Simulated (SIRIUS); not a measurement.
Write an ASE script for SIRIUS 7.12.0 that does the following.

```yaml
Task: relaxation of cell and atoms
Functional: PBEsol
Dispersion: D4
Potentials_or_basis: PseudoDojo 0.4.1 PBE standard (scalar relativistic)
Cutoff: 1152 eV
Density_cutoff: 4606 eV
k_mesh: 3 × 3 × 3
Occupations: fermi-dirac, width 0.05 eV
Spin: no spin polarisation
Libxc_names: "[\"XC_GGA_X_PBE_SOL\", \"XC_GGA_C_PBE_SOL\"]"
Energy_tol: 1e-08 Ha
Density_tol: 1e-06
Mixer: anderson
Mixing_beta: 0.7
Max_scf: 100
Radial_cutoff_for_the_potentials'_integrals: 6.5 bohr
Optimizer: BFGS
Fmax: 0.02 eV/Å
Max_steps: 30
Target_pressure: 0 GPa
```

The structure of BaTiO3 lies in BaTiO3.xyz:

```xyz
5
Lattice="2.8273666084 1.6323808724 2.3183934932 -2.8273666084 1.6323808724 2.3183934932 0.0000000000 -3.2647617449 2.3183934932" Properties=species:S:1:pos:R:3 pbc="T T T"
Ba     0.0000000000      0.0000000000      0.0000000000
Ti     0.0000000000      0.0000000000      3.3697849424
O      1.3885197414     -0.8016622465      2.3988417474
O     -1.3885197414     -0.8016622465      2.3988417474
O      0.0000000000      1.6033244929      2.3988417474
```

These files were run (other wordings do the same):

run.py

```python
import json, subprocess
import numpy as np
from ase import Atoms
from ase.io import read
from ase.calculators.calculator import Calculator, all_changes
from ase.units import Bohr, Hartree, GPa
from ase.calculators.mixing import SumCalculator
from dftd4.ase import DFTD4
from ase.optimize import BFGS
from ase.filters import FrechetCellFilter

class Sirius(Calculator):
    """Writes sirius.json, runs sirius.scf and reads out.json."""
    implemented_properties = ["energy", "free_energy", "forces", "stress", "magmom"]

    def __init__(self, config, files):
        super().__init__()
        self.config, self.files, self.calls = config, files, 0

    def calculate(self, atoms=None, properties=["energy"], system_changes=all_changes):
        super().calculate(atoms, properties, system_changes)
        symbols = atoms.get_chemical_symbols()
        types = list(dict.fromkeys(symbols))
        order = [i for t in types for i, s in enumerate(symbols) if s == t]
        frac = atoms.get_scaled_positions(wrap=False)
        m = atoms.get_initial_magnetic_moments()
        m = m if m.ndim == 2 else np.c_[0 * m, 0 * m, m]
        spin = self.config["parameters"]["num_mag_dims"] > 0
        rows = {t: [list(frac[i]) + (list(m[i]) if spin else []) for i in order if symbols[i] == t] for t in types}
        cell = {"lattice_vectors": (atoms.cell[:] / Bohr).tolist(), "atom_types": types, "atom_files": self.files, "atoms": rows}
        json.dump({**self.config, "unit_cell": cell}, open("sirius.json", "w"), indent=1)
        self.calls += 1
        with open(f"sirius_{self.calls:03d}.out", "w") as log:
            subprocess.run(["sirius.scf", "--input=sirius.json", "--output=out.json"], stdout=log, stderr=subprocess.STDOUT, check=True)
        gs = json.load(open("out.json"))["ground_state"]
        if not gs["converged"]:
            raise RuntimeError("SCF did not converge")
        self.results = {"energy": gs["energy"]["free"] * Hartree, "free_energy": gs["energy"]["free"] * Hartree}
        if "forces" in gs:
            f = np.zeros((len(atoms), 3))
            f[order] = np.array(gs["forces"]) * Hartree / Bohr
            self.results["forces"] = f
        if "stress" in gs:
            s = np.array(gs["stress"]) * Hartree / Bohr**3
            self.results["stress"] = s.flat[[0, 4, 8, 5, 2, 1]]
        if spin:
            self.results["magmom"] = gs["magnetisation"]["total"][2]

atoms = read("BaTiO3.xyz")

config = {
    "control": {
        "processing_unit": 'cpu',
        "verbosity": 1,
        "print_forces": True,
        "print_stress": True,
    },
    "parameters": {
        "electronic_structure_method": 'pseudopotential',
        "xc_functionals": ['XC_GGA_X_PBE_SOL', 'XC_GGA_C_PBE_SOL'],
        "gk_cutoff": 9.2,
        "pw_cutoff": 18.4,
        "ngridk": [3, 3, 3],
        "shiftk": [0, 0, 0],
        "smearing": 'fermi_dirac',
        "smearing_width": 0.0018374661,
        "num_bands": 29,
        "num_mag_dims": 0,
        "num_dft_iter": 100,
        "energy_tol": 1e-08,
        "density_tol": 1e-06,
    },
    "iterative_solver": {
        "type": 'davidson',
        "min_tolerance": 1e-10,
    },
    "mixer": {
        "type": 'anderson',
        "beta": 0.7,
        "max_history": 8,
    },
    "settings": {
        "tol_ne": 1e-10,
        "pseudo_grid_cutoff": 6.5,
    },
}
dft = Sirius(config, {'Ba': 'Ba.json', 'O': 'O.json', 'Ti': 'Ti.json'})
atoms.calc = SumCalculator([dft, DFTD4(method="pbesol")])
results = {"symbols": atoms.get_chemical_symbols(), "cell": atoms.cell[:].tolist(), "frac": atoms.get_scaled_positions(wrap=False).tolist(), "steps": []}

def note():
    results["steps"].append({"energy": atoms.get_potential_energy(), "cell": atoms.cell[:].tolist(), "positions": atoms.positions.tolist(),
                             "forces": atoms.get_forces().tolist(), "stress": atoms.get_stress().tolist()})
    json.dump(results, open("results.json", "w"))

opt = BFGS(FrechetCellFilter(atoms, scalar_pressure=0.0 * GPa))
opt.attach(note)
results["converged"] = bool(opt.run(fmax=0.02, steps=30))
print("converged:", results["converged"])
print("cell parameters:", atoms.cell.cellpar().round(5))
print("volume per atom (A^3):", round(atoms.get_volume() / len(atoms), 4))
print(atoms.get_scaled_positions().round(6))
json.dump(results, open("results.json", "w"))
```

Potentials or basis: PseudoDojo 0.4.1 PBE standard (scalar relativistic).

Launch:

```bash
$ upf_to_json Ba.upf
$ upf_to_json O.upf
$ upf_to_json Ti.upf
$ OMP_NUM_THREADS=4 python run.py
```

Results of the run:

| Quantity | Value |
| --- | --- |
| Relaxed volume | 12.70 Å³/atom |
| Relaxed cell | a = 3.990 Å, b = 3.990 Å, c = 3.990 Å, α = 89.83°, β = 89.83°, γ = 89.83° |
| Space group after relaxing (to 0.05 Å) | R3m (No. 160) |
| Energy gained by relaxing | 2.8 meV/atom |
| Ionic steps | 6 |
| Pressure after relaxing | -0.1 GPa |
| Largest force after relaxing | 0.019 eV/Å |
| Band gap on the k mesh | 2.85 eV |
| Dispersion energy per atom | -0.126 eV |

Caveat: the k mesh is coarse (spacing up to 0.52 Å⁻¹), so the values aren't converged; this release of the barium file is off; the potentials were made for another functional, which shifts forces and pressure; spin-orbit coupling is left out, which moves the levels of the heavy elements; an odd mesh through Γ misses points on the zone boundary, where band edges often lie.

Wall time 60 s on 4 threads of Intel(R) Xeon(R) CPU @ 2.60GHz (Ice Lake) (shared host), peak memory 0.34 GiB.
